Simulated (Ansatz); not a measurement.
A crystal relaxed with r2SCAN in the PAW code Ansatz has space group C2/m (No. 12) and a = 12.188 Å, b = 3.733 Å, c = 6.561 Å, β = 107.0°.

```
atom  site       x       y       z
  Xx    4i  0.8055  0.0000  0.7173
  Xx    4i  0.6006  0.5000  0.7096
   O    4i  0.5583  0.5000  0.3705
   O    4i  0.6385  0.0000  0.7058
   O    4i  0.6330  0.5000  0.0037
   O    4i  0.7360  0.0000  0.3470
```

r2SCAN gives an indirect gap of 3.20 eV, from k = (0.281, -0.292, -1/2) to Γ; the least direct gap is 3.41 eV at Y₂–Γ (0.75 of the way from Y₂). With HSE06 the valence top lies at k = (0.281, -0.292, -1/2) and the conduction bottom at Γ, 4.38 eV higher; the smallest vertical gap, at Y₂–Γ (0.75 of the way from Y₂), is 4.60 eV. The PBE gap is indirect, 2.82 eV (M₂–D (0.90 of the way from M₂) to Γ), below the direct gap of 3.02 eV at Y₂–Γ (0.75 of the way from Y₂). Meshes: r2SCAN 8×8×4, HSE06 4×4×2, PBE 8×8×4. r2SCAN's ε∞ is 5.4, 5.6 and 5.6 along x, y and z.

Task: Which element is Xx?
A. Hf
B. Sn
C. Zr
D. Ti

Result: D. Xx is Ti: TiO2 (C2/m) from a database of computed structures. Around Ti lie 6 O at 1.76–2.33 Å; around Ti lie 6 O at 1.85–2.13 Å; around O lie 3 Ti at 1.85–2.13 Å; around O lie 3 Ti at 1.92–2.01 Å; around O lie 2 Ti at 1.76–1.85 Å; around O lie 4 Ti at 1.95–2.33 Å.

No spin polarisation and no zero-point or thermal motion.

Where an edge lies off the special points, it is a point of the mesh or the k point where a search put PBE's edge or least direct gap, reused for the other functionals, whose own edges may lie a little apart; PBE's own value is read along its path and can be a few hundredths of an eV high.

Coordinates of k points refer to the reciprocal vectors of the primitive cell of the runs.

The meshes of the hybrids are coarse, so their gaps aren't converged to the digits shown.

For a response run the program warns that the ground state's bands aren't all converged, so ε∞ carries an extra error.
